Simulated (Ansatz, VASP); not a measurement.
One calculation of Si, two programs

```xyz
2
Lattice="2.7010 2.7010 0.0000 -2.7010 2.7010 0.0000 0.0000 2.7010 2.7010" Properties=species:S:1:pos:R:3 pbc="T T T"
Si   -1.3505    4.0515    1.3505
Si    0.0000    0.0000    0.0000
```

Change from the starting cell: unstrained.

Alike in both runs: task single point; functional LDA; k mesh 8 × 8 × 8; no spin polarisation.

|  | VASP | Ansatz |
| --- | --- | --- |
| version | VASP 6.6.1 | Ansatz 0.2.0 |
| potentials or method | VASP PAW LDA potentials, release 64 (Si), cutoff 520 eV | all-electron LAPW, scalar-relativistic |
| occupations | gaussian, width 0.01 eV | fixed |

```csv
,VASP,Ansatz,Ansatz less VASP
gap on the k mesh at the Fermi level (eV),0.49,0.49,+0.004
pressure (GPa),0.1,0.0,-0.10
```

Ansatz ran all-electron here, so the differences hold the error of VASP's frozen core and of both bases.
